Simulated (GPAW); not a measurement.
# Quasiparticle gap of CdSe (Cadmoselite) in GPAW, part 2 of 2

Wanted: ground state, empty states, screening and self-energy for CdSe (Cadmoselite).

GPAW 26.7.0; LDA and many-body steps on it, plane waves. Known limits of the many-body steps: not at the basis limit; no spin-orbit coupling; coarse k mesh.

So far. Step 3 (Bands along the symmetry lines): The gap is 0.423 eV, as in the run before at this level. Step 4 (Empty states on the mesh, 3×3×2 mesh, 1018 bands): On this mesh the gap is 0.423 eV.

The database entry behind the starting cell differs from later determinations by our own check (inner coordinate of an old entry), so it need not match the best structure at ambient conditions.

**5. Screening and self-energy, 3×3×2 mesh, 468 bands, screening to 150 eV**

Now the one-shot GW correction: screening in the RPA, then the self-energy of the levels asked for.

This step: G0W0 on LDA, plane waves, PAW.

run.py

```python
import json
import numpy as np
from gpaw.mpi import world
from gpaw.response.g0w0 import G0W0

gw = G0W0('full.gpw',
    filename='gw',
    kpts=[0],
    bands=(16, 20),
    ecut=150,
    nbands=468,
    integrate_gamma='WS',
    ppa=True)
gw.calculate()
res = {mode: {k: v for k, v in r.items() if k != 'sigma_eskwn'}
       for mode, r in gw.all_results.items()}

if world.rank == 0:
    with open('result.json', 'w') as f:
        json.dump(res, f, default=lambda x: x.tolist())
```

Command:

```console
> mpirun -n 4 gpaw python run.py
```

Numbers of over 12 decimals in the logs are rounded to 6 here.

What it wrote:

```text
Using integrator: PointIntegrator
FrequencyGridDescriptor(from 0.000+0.000j to 0.000+27.211j eV, 2 points)
Nonperiodic BCs:  [False False False]
Using integrator: PointIntegrator
FrequencyGridDescriptor(from 0.000+0.000j to 0.000+27.211j eV, 2 points)
Nonperiodic BCs:  [False False False]
  ___  _ _ _
 |   || | | |
 | | || | | |
 |__ ||_____|
 |___|

BZ k-points: Symmetries present (total): 6

  [... matrices ...]
18 k-points: 3 x 3 x 2 Monkhorst-Pack grid + [0.000000,0.000000,1/4]
6 k-points in the irreducible part of the Brillouin zone
       k-points in crystal coordinates                weights
   0:     0.00000000    0.00000000    0.00000000          1/18
   1:     0.00000000    0.00000000    0.50000000          1/18
   2:     0.33333333    0.00000000    0.00000000          6/18
   3:     0.33333333    0.00000000    0.50000000          6/18
   4:     0.33333333    0.33333333    0.00000000          2/18
   5:     0.33333333    0.33333333    0.50000000          2/18

Distributing spins, k-points and bands (1 x 1 x 4) over 4 processes
Number of blocks: 1

Quasi particle states:
k-points (IBZ indices): [0]
Band range: (16, 20)
  [... matrices ...]
Computational parameters:
Plane wave cut-off: 150 eV
Number of bands: 468
Coulomb cutoff: None
Broadening: 0.1 eV

fxc modes: GW
Kernel: RPA
Using Godby-Needs plasmon-pole approximation:
  Fitting energy: i*E0, E0 = 1.000 Hartree
Summing all q:

Calculating screened Coulomb potential
No Coulomb truncation
FrequencyGridDescriptor(from 0.000+0.000j to 0.000+27.211j eV, 2 points)
Removing empty qpoint cache files...

Calculating chi0 body with:
    Ground state adapter containing:
    Number of spins: 1
    Number of kpoints: 18
    Number of irreducible kpoints: 6
    Number of completely occupied states: 18
    Number of partially occupied states: 18
    Occupied states memory: 5.537109375 M / cpu

    Linear response parametrization:
    q_c: [0.0, 0.0, 0.0]
    Number of frequency points: 2
    Planewave cutoff: 150.0
    Number of bands: 468
    Number of planewaves: 465
    Broadening (eta): 1e-06
    comm.size: 4
    kncomm.size: 4
    blockcomm.size: 1

    Memory estimate of potentially large arrays:
        chi0_wGG: 6.598663 M / cpu
Integrating chi0 body.

Symmetries of q_c:
    Direct symmetries (Uq -> q): 6
    Indirect symmetries (TUq -> q): 6
In total 12 allowed symmetries.

  [... matrices ...]
6 groups of equivalent kpoints. 66.666667% reduction.

Integral kind: response function
Integrating chi0 head and wings.

Symmetries of q_c:
    Direct symmetries (Uq -> q): 6
    Indirect symmetries (TUq -> q): 6
In total 12 allowed symmetries.

  [... matrices ...]
6 groups of equivalent kpoints. 66.666667% reduction.

Integral kind: response function wings

Calculating chi0 body with:
    Ground state adapter containing:
    Number of spins: 1
    Number of kpoints: 18
    Number of irreducible kpoints: 6
    Number of completely occupied states: 18
    Number of partially occupied states: 18
    Occupied states memory: 5.537109375 M / cpu

[... the further q-points ...]

Results:
f:      Occupation numbers
eps:     KS-eigenvalues [eV]
vxc:     KS vxc [eV]
exx:     Exact exchange [eV]
sigma:   Self-energies [eV]
dsigma:  Self-energy derivatives
Z:       Renormalization factors
qp:      QP-energies [eV]

k-point 0 (0): (0.000, 0.000, 0.000)                GW
band       f     eps     vxc     exx   sigma  dsigma       Z      qp
                                                                   GW
  16   1.000   3.318 -17.911 -20.309   1.910  -0.274   0.785   2.934
  17   1.000   3.318 -17.911 -20.309   1.910  -0.274   0.785   2.934
  18   0.000   3.741 -13.595  -9.392  -3.548  -0.244   0.804   4.268
  19   0.000   5.208 -13.016  -8.331  -3.992  -0.245   0.803   5.764
```

Wall time 2.7 min (4 MPI ranks of AMD EPYC 7R43, shared host); peak memory 2.3 GiB.

This step gave:

- G0W0 gap on the points computed: 1.334 eV
- least direct G0W0 gap on the computed points: 1.334 eV
- Z at the valence top: 0.7847
- Z at the conduction bottom: 0.8040
- starting gap on the mesh: 0.4228 eV
- k of the valence top: 0, 0, 0
- k of the conduction bottom: 0, 0, 0

The gap on the mesh goes from 0.42 eV to 1.33 eV, a correction of +0.91 eV.

Limits: finite bands, cutoff and mesh; no spin-orbit coupling; coarse k mesh. v1 is the top filled band, c1 the lowest empty one. The levels before and after the correction (eV, zero at the valence-band top of each column):

```
           conduction bottom  valence top
Kohn-Sham               0.42         0.00
     G0W0               1.33         0.00
```

```
             level  energy (eV)
Kohn-Sham  Γ v2-v1        0.000
Kohn-Sham     Γ c1        0.423
Kohn-Sham     Γ c2        1.890
     G0W0  Γ v2-v1        0.000
     G0W0     Γ c1        1.334
     G0W0     Γ c2        2.830
```

**6. Where the time went**

Times are wall times on 4 MPI ranks of AMD EPYC 7R43, shared host, good to a factor of about two.

```
                          step     time  share  memory (GiB)
                  ground state     11 s    5 %          0.76
bands along the symmetry lines     21 s    9 %          0.89
      empty states on the mesh     31 s   14 %           2.4
     screening and self-energy  2.7 min   72 %           2.3
```

**7. Results**

```yaml
lda_gap: 0.42 eV, direct
g0w0_gap_on_the_mesh: 1.33 eV
gw_settings: 3×3×2 mesh, 468 bands, screening to 150 eV, Godby-Needs plasmon pole
known_limits: not at the basis limit; no spin-orbit coupling; coarse k mesh
```

What this shows: G0W0 moves the gap on the mesh from 0.42 eV to 1.33 eV (+0.91 eV), with Z of 0.78 and 0.80 at the edges. Only 1 of the mesh's irreducible points was corrected, so a valley elsewhere could overtake. The dearest step here is «screening and self-energy». Bands and cutoff are finite, so the gap is not at the basis limit. The miss can reach some tenths of an eV and take either sign; the mesh is an error of its own. These stock PAW sets were not made for GW; the filled d or f shell of Se lies in the frozen core, which bears on start and correction. In the G0W0 run levels were corrected at 1 k point alone, so a gap called «on the mesh» is the least over those, and an edge elsewhere would be missed. The 3×3×2 mesh is coarse for this cell, which bears on the long-range parts of exchange and screening. The many-body steps are scalar-relativistic: spin-orbit coupling is not in them.

[Paths, hosts, dates, memory and timing lines, banners, echoed tables and standing remarks are left out of the program output.]

[Logs are printed without paths, hosts, clocks, repeated set-up lines and the standing remarks that a program may print on its own settings, such as how far it seeks lower states.]

[Runs of the session that timed out or met a known fault of the program may be left out.]

[Hosts, paths, dates, database ids (printed as entryN), source tags and the programs' standing remarks are cut or masked in the printed files.]
